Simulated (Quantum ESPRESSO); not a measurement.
# Sb (Fm-3m) in Quantum ESPRESSO: notebook, part 2 of 2

Quantum ESPRESSO 7.5.

## Step 3: Phonons, PBE

pw.in reads:

```
&CONTROL
  calculation = 'scf'
  prefix = 'pwscf'
  outdir = './tmp'
  pseudo_dir = './pseudo'
  tprnfor = .true.
  tstress = .true.
  disk_io = 'low'
/
&SYSTEM
  ibrav = 0
  nat = 1
  ntyp = 1
  ecutwfc = 70
  nbnd = 13
  occupations = 'smearing'
  smearing = 'gaussian'
  degauss = 0.01999163
/
&ELECTRONS
  conv_thr = 2d-10
  electron_maxstep = 120
  mixing_beta = 0.5
/
ATOMIC_SPECIES
Sb   121.7600 51_Sb_15_2.3_2.4_pbe_n_v1.0.upf
CELL_PARAMETERS angstrom
   0.0000000000    2.3712425216    2.3712425216
   2.3712425216    0.0000000000    2.3712425216
   2.3712425216    2.3712425216    0.0000000000
ATOMIC_POSITIONS crystal
Sb     0.0000000000    0.0000000000    0.0000000000
K_POINTS automatic
10 10 10 0 0 0
```

relax.in reads:

```
&CONTROL
  calculation = 'vc-relax'
  prefix = 'pwscf'
  outdir = './tmp'
  pseudo_dir = './pseudo'
  tprnfor = .true.
  tstress = .true.
  disk_io = 'low'
  nstep = 40
  forc_conv_thr = 0.0001
  etot_conv_thr = 1d-06
/
&SYSTEM
  ibrav = 0
  nat = 1
  ntyp = 1
  ecutwfc = 70
  nbnd = 13
  occupations = 'smearing'
  smearing = 'gaussian'
  degauss = 0.01999163
/
&ELECTRONS
  conv_thr = 2d-10
  electron_maxstep = 120
  mixing_beta = 0.5
/
&IONS
  ion_dynamics = 'bfgs'
/
&CELL
  cell_dynamics = 'bfgs'
  press = 0
  press_conv_thr = 0.2
/
ATOMIC_SPECIES
Sb   121.7600 51_Sb_15_2.3_2.4_pbe_n_v1.0.upf
CELL_PARAMETERS angstrom
   0.0000000000    2.3712425216    2.3712425216
   2.3712425216    0.0000000000    2.3712425216
   2.3712425216    2.3712425216    0.0000000000
ATOMIC_POSITIONS crystal
Sb     0.0000000000    0.0000000000    0.0000000000
K_POINTS automatic
10 10 10 0 0 0
```

scf2.in reads:

```
&CONTROL
  calculation = 'scf'
  prefix = 'pwscf'
  outdir = './tmp'
  pseudo_dir = './pseudo'
  tprnfor = .true.
  tstress = .true.
  disk_io = 'low'
/
&SYSTEM
  ibrav = 0
  nat = 1
  ntyp = 1
  ecutwfc = 70
  nbnd = 13
  occupations = 'smearing'
  smearing = 'gaussian'
  degauss = 0.01999163
/
&ELECTRONS
  conv_thr = 1d-13
  electron_maxstep = 120
  mixing_beta = 0.5
  startingpot = 'file'
  startingwfc = 'file'
/
ATOMIC_SPECIES
Sb   121.7600 51_Sb_15_2.3_2.4_pbe_n_v1.0.upf
CELL_PARAMETERS angstrom
   0.0000000000    2.3949846671    2.3949846671
   2.3949846671    0.0000000000    2.3949846671
   2.3949846671    2.3949846671    0.0000000000
ATOMIC_POSITIONS crystal
Sb     0.0000000000    0.0000000000    0.0000000000
K_POINTS automatic
10 10 10 0 0 0
```

ph.in reads:

```
phonons of Sb
&INPUTPH
  prefix = 'pwscf'
  outdir = './tmp'
  tr2_ph = 1d-18
  fildyn = 'dyn'
  niter_ph = 90
  alpha_mix(1) = 0.4
/
0.3535533906 0.3535533906 0.3535533906
```

Potentials or basis: SPMS 1.0 PBE.

Command:

```console
OMP_NUM_THREADS=1 pw.x -in pw.in > pw.out
OMP_NUM_THREADS=1 pw.x -in relax.in > relax.out
OMP_NUM_THREADS=1 pw.x -in scf2.in > scf2.out
OMP_NUM_THREADS=1 ph.x -in ph.in > ph.out
```

pw.out:

```text
This program is part of the open-source Quantum ESPRESSO suite
     for quantum simulation of materials; please cite
[... 9 lines left out ...]
     --------------------
     sticks:   dense  smooth     PW     G-vecs:    dense   smooth      PW
     Sum         769     769    241                14211    14211    2421

     Using Slab Decomposition

     bravais-lattice index     =            0
     lattice parameter (alat)  =       6.3371  a.u.
     unit-cell volume          =     179.9511 (a.u.)^3
     number of atoms/cell      =            1
     number of atomic types    =            1
     number of electrons       =        15.00
     number of Kohn-Sham states=           13
     kinetic-energy cutoff     =      70.0000  Ry
     charge density cutoff     =     280.0000  Ry
     scf convergence threshold =      2.0E-10
     mixing beta               =       0.5000
     number of iterations used =            8  plain     mixing
     Exchange-correlation= PBE
                           (   1   4   3   4   0   0   0)

     celldm(1)=   6.337089  celldm(2)=   0.000000  celldm(3)=   0.000000
     celldm(4)=   0.000000  celldm(5)=   0.000000  celldm(6)=   0.000000

     crystal axes: (cart. coord. in units of alat)
               a(1) = (   0.000000   0.707107   0.707107 )
               a(2) = (   0.707107   0.000000   0.707107 )
               a(3) = (   0.707107   0.707107   0.000000 )

     reciprocal axes: (cart. coord. in units 2 pi/alat)
               b(1) = ( -0.707107  0.707107  0.707107 )
               b(2) = (  0.707107 -0.707107  0.707107 )
               b(3) = (  0.707107  0.707107 -0.707107 )

     PseudoPot. # 1 for Sb read from file:
     51_Sb_15_2.3_2.4_pbe_n_v1.0.upf
     Pseudo is Norm-conserving + core correction, Zval = 15.0
     Generated using ONCVPSP code by D. R. Hamann
     Using radial grid of 1434 points,  8 beta functions with:
                l(1) =   0
                l(2) =   0
                l(3) =   1
                l(4) =   1
                l(5) =   2
                l(6) =   2
                l(7) =   3
                l(8) =   3

     atomic species   valence    mass     pseudopotential
     Sb               15.00   121.76000     Sb( 1.00)

     48 Sym. Ops., with inversion, found

   Cartesian axes

     site n.     atom                  positions (alat units)
         1        Sb     tau(   1) = (   0.0000000   0.0000000   0.0000000  )

     number of k points=    47  Gaussian smearing, width (Ry)=  0.0200
                       cart. coord. in units 2pi/alat
        k(    1) = (   0.0000000   0.0000000   0.0000000), wk =   0.0020000
        k(    2) = (   0.0707107   0.0707107  -0.0707107), wk =   0.0160000
        k(    3) = (   0.1414214   0.1414214  -0.1414214), wk =   0.0160000
        k(    4) = (   0.2121320   0.2121320  -0.2121320), wk =   0.0160000
        k(    5) = (   0.2828427   0.2828427  -0.2828427), wk =   0.0160000
        k(    6) = (  -0.3535534  -0.3535534   0.3535534), wk =   0.0080000
[... 39 lines left out ...]
        k(   46) = (  -0.0707107  -0.3535534   0.6363961), wk =   0.0480000
        k(   47) = (  -0.7071068   0.2828427   0.0000000), wk =   0.0240000

     Dense  grid:    14211 G-vectors     FFT dimensions: (  36,  36,  36)

     Initial potential from superposition of free atoms

     starting charge      14.9994, renormalised to      15.0000
     Starting wfcs are    9 randomized atomic wfcs +    4 random wfcs

     Self-consistent Calculation

     iteration #  1     ecut=    70.00 Ry     beta= 0.50
     Davidson diagonalization with overlap
     ethr =  1.00E-02,  avg # of iterations =  4.7

     Threshold (ethr) on eigenvalues was too large:
     Diagonalizing with lowered threshold

     Davidson diagonalization with overlap
     ethr =  1.44E-05,  avg # of iterations =  7.0

     total energy              =    -172.26145975 Ry
     estimated scf accuracy    <       0.00198890 Ry
[... 36 lines left out ...]
     iteration #  7     ecut=    70.00 Ry     beta= 0.50
     Davidson diagonalization with overlap
     ethr =  1.57E-11,  avg # of iterations =  2.1

     End of self-consistent calculation

          k = 0.0000 0.0000 0.0000 (  1807 PWs)   bands (ev):

   -16.4346 -16.4346 -16.4346 -16.3963 -16.3963  -0.0882  18.2934  18.2934
    18.2934  23.0967  23.4910  23.4910  23.4910

          k = 0.0707 0.0707-0.0707 (  1795 PWs)   bands (ev):
[... 141 lines left out ...]
   -16.4563 -16.4261 -16.3690 -16.3599 -16.3512   5.4297   8.5266  10.5188
    13.8350  17.7913  21.5471  29.7914  29.9711

          k =-0.7071 0.0000 0.0000 (  1772 PWs)   bands (ev):

   -16.4745 -16.4418 -16.3585 -16.3430 -16.3430   5.3733   7.9421  13.2941
    13.2941  17.1195  17.6114  31.9209  33.1225

          k = 0.2828 0.1414 0.0000 (  1786 PWs)   bands (ev):

   -16.4399 -16.4168 -16.4045 -16.4029 -16.3766   1.2322  13.4649  14.6154
    17.0234  21.1919  21.7872  25.0289  26.0966

          k = 0.3536 0.2121-0.0707 (  1787 PWs)   bands (ev):
[... 51 lines left out ...]
   -16.4389 -16.4052 -16.3893 -16.3792 -16.3531   5.2121   9.3852   9.5632
    13.3753  19.7641  24.6000  26.1373  26.5625

          k =-0.7071 0.1414 0.0000 (  1762 PWs)   bands (ev):

   -16.4623 -16.4359 -16.3640 -16.3559 -16.3430   5.4489   8.2350  12.1730
    12.4458  18.6456  19.1924  29.7705  30.1384

          k =-0.1414-0.4243 0.7071 (  1799 PWs)   bands (ev):
[... 6 lines left out ...]
   -16.4259 -16.4118 -16.4003 -16.3790 -16.3476   5.3018   9.1109  10.3103
    12.2104  21.7134  23.5573  24.9902  25.9916

          k =-0.7071 0.2828 0.0000 (  1770 PWs)   bands (ev):

   -16.4299 -16.4237 -16.3893 -16.3755 -16.3430   5.5825   9.0969  10.4688
    11.5248  21.4944  22.2729  25.9126  26.3068

     the Fermi energy is    12.9136 ev

!    total energy              =    -172.26157039 Ry
     estimated scf accuracy    <          8.5E-11 Ry
     smearing contrib. (-TS)   =      -0.00183411 Ry
     internal energy E=F+TS    =    -172.25973628 Ry

     The total energy is F=E-TS. E is the sum of the following terms:
     one-electron contribution =     -49.27846701 Ry
     hartree contribution      =      33.00760097 Ry
     xc contribution           =     -40.88128147 Ry
     ewald contribution        =    -115.10758876 Ry

     convergence has been achieved in   7 iterations

     Forces acting on atoms (cartesian axes, Ry/au):

     atom    1 type  1   force =     0.00000000    0.00000000    0.00000000

     Total force =     0.000000     Total SCF correction =     0.000000

     Computing stress (Cartesian axis) and pressure

          total   stress  (Ry/bohr**3)                   (kbar)     P=       18.49
   0.00012571  -0.00000000  -0.00000000           18.49       -0.00       -0.00
  -0.00000000   0.00012571   0.00000000           -0.00       18.49        0.00
  -0.00000000   0.00000000   0.00012571           -0.00        0.00       18.49

=------------------------------------------------------------------------------=
   JOB DONE.
=------------------------------------------------------------------------------=
```

relax.out:

```text
This program is part of the open-source Quantum ESPRESSO suite
     for quantum simulation of materials; please cite
[... 9 lines left out ...]
     --------------------
     sticks:   dense  smooth     PW     G-vecs:    dense   smooth      PW
     Sum         769     769    241                14211    14211    2421
[... 2237 lines left out ...]
  -0.00000004  -0.00000000  -0.00000000           -0.01       -0.00       -0.00
  -0.00000000  -0.00000004   0.00000000           -0.00       -0.01        0.00
  -0.00000000   0.00000000  -0.00000004           -0.00        0.00       -0.01

=------------------------------------------------------------------------------=
   JOB DONE.
=------------------------------------------------------------------------------=
```

It took 9.1 min on 1 thread of Arm Neoverse V1, shared host; peak memory 0.08 GiB.

Results:

- Free energy: -2343.7426 eV
- Relaxed volume: 27.48 Å³/atom
- Relaxed cell: a = 3.387 Å, b = 3.387 Å, c = 3.387 Å, α = 60.00°, β = 60.00°, γ = 60.00°
- Space group after relaxing (to 0.05 Å): Fm-3m (No. 225)
- Pressure after relaxing: 0.0 GPa
- Band gap on the k mesh: none (metal or under the smearing width)
- Highest phonon frequency at the q point run: 62 cm⁻¹
- Most unstable mode: 40i cm⁻¹

The path:
```
step  energy change (eV)  largest force (eV/Å)  pressure (GPa)  volume (Å³)
   1              0.0000                0.0000            1.85        26.67
   2             -0.0024                0.0000            1.24        26.92
   3             -0.0040                0.0000            0.60        27.20
   4             -0.0045                0.0000            0.02        27.47
   5             -0.0045                0.0000            0.00        27.48
```

Final structure:
```
CELL_PARAMETERS angstrom
0.00000 2.39498 2.39498
2.39498 0.00000 2.39498
2.39498 2.39498 0.00000
ATOMIC_POSITIONS crystal
Sb 0.00000 0.00000 0.00000
```

Levels at points of the mesh, in eV from the Fermi level:
```csv
k point,band 5,band 6,band 7,band 8,band 9,band 10
"(0.00, 0.00, 0.00)",-29.30,-12.77,5.16,5.16,5.16,10.18
"(0.00, 0.00, -0.50)",-29.26,-9.12,-5.69,3.53,3.53,8.24
"(0.00, -0.50, -0.50)",-29.25,-7.56,-4.81,0.37,0.37,4.18
```

Phonon frequencies in cm⁻¹ (negative: imaginary):
```
              q point  frequencies
(0.500, 0.500, 0.500)   -40 -40 62
```

Phonon modes at q = (0.500, 0.500, 0.500) in reciprocal lattice units:
```csv
mode,symmetry,cm⁻¹
1,E_u,-40
2,E_u,-40
3,A_2u,62
```

Caveat: some modes are imaginary.
